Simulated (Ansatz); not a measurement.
**SiO2: the band gap up the ladder of functionals**

The task here is to estimate one member of a computed series from the others.

Code: Ansatz 0.2.0. PAW datasets, plane waves. No spin polarisation and no zero-point or thermal motion.

## The cell

The cell was relaxed beforehand with r2SCAN.

The symmetry is I4/mmm (No. 139, tetragonal); a = 8.939 Å, c = 5.231 Å in the conventional setting, 17.42 Å³ an atom. Si has 4 O at 1.60–1.61 Å; O has 2 Si at 1.60 Å; O has 2 Si at 1.61 Å.

The structure in full:

Space group I4/mmm (No. 139). a = 8.939 Å, b = 8.939 Å, c = 5.231 Å, α = 90.00°, β = 90.00°, γ = 90.00°
```csv
atom,site,symmetry,x,y,z
Si,8h,m.2m,0.6770,0.6770,0.5000
O,8f,..2/m,0.7500,0.7500,0.7500
O,8i,m2m.,0.7088,0.5000,0.5000
```

The first run:

The input, input.yaml:

```yaml
crystal:
  lattice:
    - [-4.4694822814, 4.4694822814, 2.6154272578]
    - [4.4694822814, -4.4694822814, 2.6154272578]
    - [4.4694822814, 4.4694822814, -2.6154272578]
  atoms:
    - { symbol: Si, position: [0.176956425, 0.176956425, 0.3539128499] }
    - { symbol: Si, position: [0.823043575, 0.176956425, 0.0] }
    - { symbol: Si, position: [0.176956425, 0.823043575, 0.0] }
    - { symbol: Si, position: [0.823043575, 0.823043575, 0.6460871501] }
    - { symbol: O, position: [0.5, 0.5, 0.5] }
    - { symbol: O, position: [0.0, 0.5, 0.0] }
    - { symbol: O, position: [0.5, 0.0, 0.0] }
    - { symbol: O, position: [0.0, 0.0, 0.5] }
    - { symbol: O, position: [0.0, 0.2088304677, 0.2088304677] }
    - { symbol: O, position: [0.7911695323, 0.0, 0.7911695323] }
    - { symbol: O, position: [0.2088304677, 0.0, 0.2088304677] }
    - { symbol: O, position: [0.0, 0.7911695323, 0.7911695323] }
kpoints:
  mp_grid: { grid: [6, 6, 6] }
  band_path:
    path:
      - [[0.0, 0.0, 0.0], [-9.697706544466e-18, 9.697706544466e-18, 0.5], [-0.5, 0.5, 0.5], [0.0, 0.0, 0.0], [0.3356073118583, 0.3356073118583, -0.3356073118583]]
      - [[-0.3356073118583, 0.6643926881417, 0.3356073118583], [-0.5, 0.5, 0.5]]
      - [[-9.697706544466e-18, 9.697706544466e-18, 0.5], [0.25, 0.25, 0.25], [1.605515662653e-17, 0.5, -1.605515662653e-17], [0.0, 0.0, 0.0]]
    npoints: 10
hamiltonian:
  xc: pbe
scf:
  occupations: { method: fermi_dirac, width: 0.02 }
  n_extra_bands: 7
output:
  forces: true
  stress: true
  eigenvalues: true
```

Among the steps run: PBE band path; r2SCAN at the same geometry; HSE06 at the same geometry; PBE0.

One table of the session follows, with a row left open; its other results are not shown here.

```
 level  gap (eV)
   PBE      5.45
r2SCAN      6.08
 HSE06         ?
  PBE0      7.91
```

**Question.** Estimate the row for HSE06.

**Answer.** gap (eV): 7.14. In the column «gap (eV)» it lies between r2SCAN (6.08) and PBE0 (7.91).

Meshes: PBE 6×6×6, r2SCAN 6×6×6, HSE06 4×4×4, PBE0 4×4×4

In words: The gap runs from 5.45 eV (PBE) to 7.91 eV (PBE0). PBE reaches 76 % of the HSE06 value, and r2SCAN 85 %. PBE0 lies 0.76 eV above HSE06, which differs from it by screening the long-range exchange.

Caveats from the session: Warnings in the runs' records: stress scf threshold loose, stress exchange threshold loose, xc potential rough in thin density.
